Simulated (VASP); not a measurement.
# Tm: magnetic orders, part 3 of 3

Wanted: the lowest of several collinear orders of Tm. The start is a cell from a database of measured crystal structures.

VASP 6.6.1, plane waves and PAW; the level of theory is named at each step.

So far, largest spin moment in the PAW sphere (μB): step 2 (magnetic order, start order fm, signs ++++, PBE, from parallel moments) 1.19; step 3 (magnetic order, start order AFM 1, signs ++--, PBE, from moments of both signs) 1.25; step 4 (magnetic order, start order AFM 2, signs +-+-, PBE, from moments of both signs) 1.20.

### 6. No spin polarisation

This step: PBE, no spin polarisation; plane waves and PAW (Tm) (VASP 6.6.1).

A run without spin shows what magnetism as such gains.

Contents of INCAR:

```
SYSTEM = Tm
PREC = Accurate
ENCUT = 420
EDIFF = 1E-06
NELM = 150
ISMEAR = 0
SIGMA = 0.05
LREAL = .FALSE.
ALGO = Normal
GGA = PE
NBANDS = 57
LORBIT = 11
LWAVE = .FALSE.
LCHARG = .FALSE.
KPAR = 2
AMIX = 0.2
BMIX = 1E-04
AMIX_MAG = 0.8
BMIX_MAG = 1E-04
```

Contents of POSCAR:

```
Tm
1.0
    3.5375000000      0.0000000000      0.0000000000
   -1.7687500000      3.0635648659      0.0000000000
    0.0000000000      0.0000000000     11.1092000000
Tm
4
Direct
    0.6666666667      0.3333333333      0.3750000000
    0.6666666667      0.3333333333      0.8750000000
    0.3333333333      0.6666666667      0.1250000000
    0.3333333333      0.6666666667      0.6250000000
```

Contents of KPOINTS:

```
Automatic mesh
0
Gamma
6 6 2
0 0 0
```

The projector-augmented-wave data sets are Tm (PBE family, release 64).

Started as:

```
mpirun -np 2 vasp_std
```

What it wrote:

```text
[... set-up lines as in an earlier step ...]
 entering main loop
       N       E                     dE             d eps       ncg     rms          rms(c)
DAV:   1     0.107973412003E+04    0.10797E+04   -0.19858E+04  2260   0.788E+03
DAV:   2     0.309273418544E+03   -0.77046E+03   -0.70001E+03  2481   0.156E+03
DAV:   3     0.512293916110E+02   -0.25804E+03   -0.25086E+03  1988   0.373E+02
DAV:   4     0.308712047881E-01   -0.51199E+02   -0.49840E+02  2682   0.156E+02
[...]
DAV:   8    -0.488999821362E+02   -0.55558E+01   -0.16291E+01  2683   0.358E+01    0.824E+01
DAV:   9    -0.146295125132E+02    0.34270E+02   -0.55709E+01  2024   0.851E+01    0.604E+01
DAV:  10    -0.201016362915E+02   -0.54721E+01   -0.49004E+01  2776   0.815E+01    0.733E+01
[... 130 further cycles ...]
DAV: 141    -0.150417624072E+02   -0.84519E-01   -0.14149E+00  2348   0.239E+01    0.443E+00
DAV: 142    -0.149895281470E+02    0.52234E-01   -0.55723E-01  2232   0.253E+01    0.181E+00
DAV: 143    -0.151138439215E+02   -0.12432E+00   -0.22112E+00  2317   0.262E+01    0.433E+00
DAV: 144    -0.150127309837E+02    0.10111E+00   -0.19976E-01  2303   0.258E+01    0.198E+00
[...]
DAV: 148    -0.150221514497E+02    0.23013E+00   -0.19507E-01  2246   0.250E+01    0.178E+00
DAV: 149    -0.152490212663E+02   -0.22687E+00   -0.32199E+00  2260   0.266E+01    0.479E+00
DAV: 150    -0.150188280226E+02    0.23019E+00   -0.18700E-01  2253   0.250E+01
 [... a notice as in an earlier step ...]

   1 F= -.15018828E+02 E0= -.14968719E+02  d E =-.100219E+00
```

Elapsed: 7.8 min, on 2 MPI ranks of AMD EPYC 7R43, shared host; peak memory 0.38 GiB.

From OUTCAR (step 6):

```text
 k-point     1 :       0.0000    0.0000    0.0000
  band No.  band energies     occupation
    ...
     44       2.1081      1.80104
     45       2.1081      1.80104
     46       2.1114      1.76555
     47       2.1114      1.76554
     48       2.1152      1.72134
     49       3.6100      0.00000
     50       4.1321      0.00000
     51       4.1321      0.00000
     52       5.0676      0.00000
     53       5.0676      0.00000
    ...

  Total        0.2311104      0.2311104    -32.6442058      0.0000000      0.0000000     -0.0000000
  in kB        3.0755574      3.0755574   -434.4205643      0.0000000      0.0000000     -0.0000000
  external PRESSURE =    -142.7564832 kB  Pullay stress =       0.0000000 kB

 POSITION                                       TOTAL-FORCE (eV/Angst)
 -----------------------------------------------------------------------------------
      1.76875      1.02119      4.16595         0.000000     -0.000000     -0.000000
      1.76875      1.02119      9.72055        -0.000000     -0.000000     -0.000000
     -0.00000      2.04238      1.38865         0.000000      0.000000      0.000000
     -0.00000      2.04238      6.94325         0.000000      0.000000      0.000000
 -----------------------------------------------------------------------------------
    total drift:                                0.000000     -0.000000      0.000000

  FREE ENERGIE OF THE ION-ELECTRON SYSTEM (eV)
  ---------------------------------------------------
  free  energy   TOTEN  =       -15.0188280226 eV

  energy  without entropy=      -14.9186095031  energy(sigma->0) =      -14.96871876

[... 8 parts as in an earlier step ...]

[... 11 further parts left out ...]
[key lines of the parts left out:]
E-fermi :   2.1535
```

The electronic loop did not meet EDIFF within NELM cycles, so this run is left out of the comparison.

### 7. Summary

This step: collinear magnetic orders, PBE; plane waves and PAW (VASP 6.6.1).

Derived from the runs above.

This step gave:

```yaml
mean_moment_in_the_lowest_run: 1.187 μB
constant_fitted_for_the_nearest_pairs: 3.074 meV
```

Orders, by row:

| order | signs | energy above the lowest (meV/magnetic atom) | total moment (μB) | mean moment on carriers (μB) | gap on the mesh (eV) | signs at the end, of the atoms given a moment |
| --- | --- | --- | --- | --- | --- | --- |
| fm | ++++ | 0 | 4.338 | 1.187 | 0 | ++++ |
| afm 1 | ++-- | 18.44 | 0 | 1.248 | 0 | ++-- |
| afm 2 | +-+- | 8.85 | 0 | 1.204 | 0 | +-+- |

E = E0 - sum over pairs, each once, of J e_i.e_j with unit vectors; J > 0 favours parallel moments; fitted to the orders that kept their signs. Exchange, by row:

| pair | distance, in the start or the relaxed cell (Å) | J (meV) |
| --- | --- | --- |
| Tm-Tm | 3.45 | 3.074 |

### 8. Magnetic order, other settings

This step: PBE, spin-polarised, from parallel moments; plane waves and PAW (Tm) (VASP 6.6.1).

The run is repeated with some settings moved, to see what they change.

Contents of INCAR:

```
SYSTEM = Tm
PREC = Accurate
ENCUT = 420
EDIFF = 0.001
NELM = 120
ISMEAR = 0
SIGMA = 0.05
LREAL = .FALSE.
ALGO = Fast
GGA = PE
NBANDS = 59
ISPIN = 2
MAGMOM = 2 2 2 2
LMAXMIX = 6
AMIX = 0.2
BMIX = 1E-04
AMIX_MAG = 0.8
BMIX_MAG = 1E-04
LORBIT = 11
LWAVE = .FALSE.
LCHARG = .FALSE.
KPAR = 2
KSPACING = 0.4
```

POSCAR is that of step 6.

KPOINTS is that of step 6.

Started as:

```
mpirun -np 2 vasp_std
```

What it wrote:

```text
[... set-up lines as in an earlier step ...]
 entering main loop
       N       E                     dE             d eps       ncg     rms          rms(c)
[... 5 cycles as in an earlier step ...]
RMM:   6    -0.131208249698E+02   -0.14595E+01   -0.12290E+01  5133   0.442E+01    0.998E+01
RMM:   7    -0.139373569039E+02   -0.81653E+00   -0.80616E+00  6103   0.249E+01    0.250E+01
RMM:   8    -0.152215321624E+02   -0.12842E+01   -0.43832E+00  5575   0.228E+01    0.169E+01
RMM:   9    -0.154815622681E+02   -0.26003E+00   -0.52895E+00  5362   0.348E+01    0.489E+01
RMM:  10    -0.157682074125E+02   -0.28665E+00   -0.51208E+00  5894   0.141E+01    0.746E+01
RMM:  11    -0.156597896519E+02    0.10842E+00   -0.19710E+00  6010   0.118E+01    0.875E+01
RMM:  12    -0.150323736908E+02    0.62742E+00   -0.13751E+00  5519   0.162E+01    0.788E+01
RMM:  13    -0.151201242413E+02   -0.87751E-01   -0.11435E+00  6007   0.897E+00    0.724E+01
RMM:  14    -0.151951947720E+02   -0.75071E-01   -0.70307E-01  6305   0.850E+00    0.665E+01
RMM:  15    -0.152943995676E+02   -0.99205E-01   -0.65050E-01  6480   0.745E+00    0.654E+01
RMM:  16    -0.153320552506E+02   -0.37656E-01   -0.35161E-01  6526   0.673E+00    0.659E+01
RMM:  17    -0.153720580241E+02   -0.40003E-01   -0.36905E-01  6558   0.591E+00    0.666E+01
RMM:  18    -0.153850951381E+02   -0.13037E-01   -0.20099E-01  6474   0.526E+00    0.674E+01
RMM:  19    -0.153913441709E+02   -0.62490E-02   -0.25386E-01  6448   0.492E+00    0.782E+01
RMM:  20    -0.154177667557E+02   -0.26423E-01   -0.10371E-01  6117   0.456E+00    0.615E+01
RMM:  21    -0.154422705266E+02   -0.24504E-01   -0.13737E-01  6012   0.429E+00    0.334E+01
RMM:  22    -0.154390614740E+02    0.32091E-02   -0.90812E-02  5404   0.422E+00    0.234E+01
RMM:  23    -0.154417114614E+02   -0.26500E-02   -0.68842E-02  5713   0.335E+00    0.185E+01
RMM:  24    -0.154395806158E+02    0.21308E-02   -0.47236E-02  5302   0.326E+00    0.139E+01
RMM:  25    -0.154426339021E+02   -0.30533E-02   -0.48526E-02  5546   0.278E+00    0.762E+00
RMM:  26    -0.154452455810E+02   -0.26117E-02   -0.32043E-02  5165   0.245E+00    0.562E+00
RMM:  27    -0.154484559409E+02   -0.32104E-02   -0.30273E-02  4685   0.232E+00    0.312E+00
RMM:  28    -0.154498180198E+02   -0.13621E-02   -0.17179E-02  4421   0.223E+00    0.161E+00
RMM:  29    -0.154513117912E+02   -0.14938E-02   -0.19261E-02  4216   0.208E+00    0.221E+00
RMM:  30    -0.154531513309E+02   -0.18395E-02   -0.15164E-02  4304   0.197E+00    0.290E+00
RMM:  31    -0.154550216165E+02   -0.18703E-02   -0.17109E-02  4178   0.185E+00    0.312E+00
RMM:  32    -0.154572016127E+02   -0.21800E-02   -0.22661E-02  4270   0.177E+00    0.251E+00
RMM:  33    -0.154587880181E+02   -0.15864E-02   -0.16786E-02  4116   0.167E+00    0.233E+00
RMM:  34    -0.154600630460E+02   -0.12750E-02   -0.14390E-02  4148   0.160E+00    0.248E+00
RMM:  35    -0.154611185837E+02   -0.10555E-02   -0.13567E-02  4218   0.155E+00    0.176E+00
RMM:  36    -0.154620954009E+02   -0.97682E-03   -0.10691E-02  4160   0.146E+00    0.146E+00
RMM:  37    -0.154629316618E+02   -0.83626E-03   -0.98424E-03  4096   0.143E+00
   1 F= -.15462932E+02 E0= -.15421747E+02  d E =-.823692E-01  mag=     4.1164
```

The job ended after 4.9 min (2 MPI ranks; peak memory 0.53 GiB; 9.8 min of CPU time).

OUTCAR, selected parts (step 8):

```text
   NELECT =      92.0000    total number of electrons

 E-fermi :   2.2326

 spin component 1
 k-point     1 :       0.0000    0.0000    0.0000
  band No.  band energies     occupation
    ...
     44       1.3379      1.00000
     45       1.3467      1.00000
     46       1.3499      1.00000
     47       1.3499      1.00000
     48       1.3533      1.00000
     49       4.4649      0.00000
     50       4.5827      0.00000
     51       4.8167      0.00000
     52       5.0741      0.00000
     53       5.1657      0.00000
    ...

 k-point     2 :       0.1667   -0.0000    0.0000
  band No.  band energies     occupation
    ...
     44       1.3170      1.00000
     45       1.3219      1.00000
     46       1.3219      1.00000
     47       1.3559      1.00000
     48       1.3942      1.00000
     49       4.1313      0.00000
     50       4.2842      0.00000
     51       4.3585      0.00000
     52       4.8365      0.00000
     53       4.9101      0.00000
    ...

  Total       -5.6972975     -5.6972975     -3.7733703     -0.0000000      0.0000000      0.0000000
  in kB      -75.8181468    -75.8181468    -50.2150268     -0.0000000      0.0000000      0.0000000
  external PRESSURE =     -67.2837735 kB  Pullay stress =       0.0000000 kB

 POSITION                                       TOTAL-FORCE (eV/Angst)
 -----------------------------------------------------------------------------------
      1.76875      1.02119      4.16595        -0.000000      0.000000     -0.000000
      1.76875      1.02119      9.72055        -0.000000     -0.000000     -0.000000
     -0.00000      2.04238      1.38865         0.000000      0.000000      0.000000
     -0.00000      2.04238      6.94325         0.000000      0.000000      0.000000
 -----------------------------------------------------------------------------------
    total drift:                                0.000000     -0.000000      0.000000

  FREE ENERGIE OF THE ION-ELECTRON SYSTEM (eV)
  ---------------------------------------------------
  free  energy   TOTEN  =       -15.4629316618 eV

  energy  without entropy=      -15.3805624386  energy(sigma->0) =      -15.42174705

 magnetization (x)
# of ion       s       p       d       f       tot
--------------------------------------------------
    1        0.005  -0.039  -0.067   1.226   1.125
    2        0.005  -0.039  -0.067   1.226   1.125
    3        0.005  -0.039  -0.067   1.226   1.125
    4        0.005  -0.039  -0.067   1.226   1.125
--------------------------------------------------
tot          0.021  -0.155  -0.267   4.903   4.502

[... 9 parts as in an earlier step ...]

[... 13 further parts left out ...]
```

Settings moved on purpose: EDIFF = 0.001. The run ended without an error; the comparison shows what it cost.

Against the run that it repeats, ALGO also differs.

Side by side:

| quantity | this run | the run it repeats | difference |
| --- | --- | --- | --- |
| energy at zero smearing (eV) | -15.422 | -15.450 | 0.0278 |
| free energy (TOTEN) (eV) | -15.463 | -15.492 | 0.0290 |
| Fermi energy (eV) | 2.2326 | 2.2133 | 0.0193 |
| moment of the cell, from the last line of the log (μB) | 4.1164 | 4.3359 | -0.220 |
| electronic cycles | 37 | 40 | -3 |

The two runs differ clearly in the moment of the cell, from the last line of the log: 4.12 μB against 4.34 μB.

The total energy moves by 7.0 meV an atom.

### 9. Summary of results

```
mean moment in the lowest run         : 1.19 μB
constant fitted for the nearest pairs : 3.07 meV
```

In words: The 4f electrons of Tm run in the valence without U or exact exchange, which tends to pin them at the Fermi level with wrong fillings; moments, orders and energies that hang on them are not reliable. In 1 of the runs the charge density had not settled when EDIFF was met, so its numbers are doubtful. The lowest run started as fm and holds 1.19 μB on average over the atoms that were given a moment; the next state, from afm 2, lies 8.8 meV a magnetic atom higher. It ends with the signs ++++ and a net moment of 4.34 μB a cell: the moments given at the start all parallel. All states stand under about 2.3 GPa at this cell, which can move the order. The fit leaves 0.18 meV a magnetic atom unexplained; shells that turn over together are lumped into one constant. On this k mesh the moments and energy differences of a metal are not converged, and no denser mesh was tried, so the order found is tentative. The order ferri 3 ran without a converged result and may lie lower. No other collinear orders were tried, and their comparison leaves spin-orbit coupling out.

[Lines on the potential files, build, host, timing and source positions are cut from VASP's logs without a mark.]

[Logs are printed without paths, hosts, clocks, repeated set-up lines and the standing remarks that a program may print on its own settings, such as how far it seeks lower states.]

[Hosts, paths, dates, database ids (printed as entryN), source tags and the programs' standing remarks are cut or masked in the printed files.]

[In band tables of VASP the shares of atoms and orbitals are scaled to a sum of 1 inside the atoms' spheres.]

[Runs that stopped without an error message from VASP are left out.]
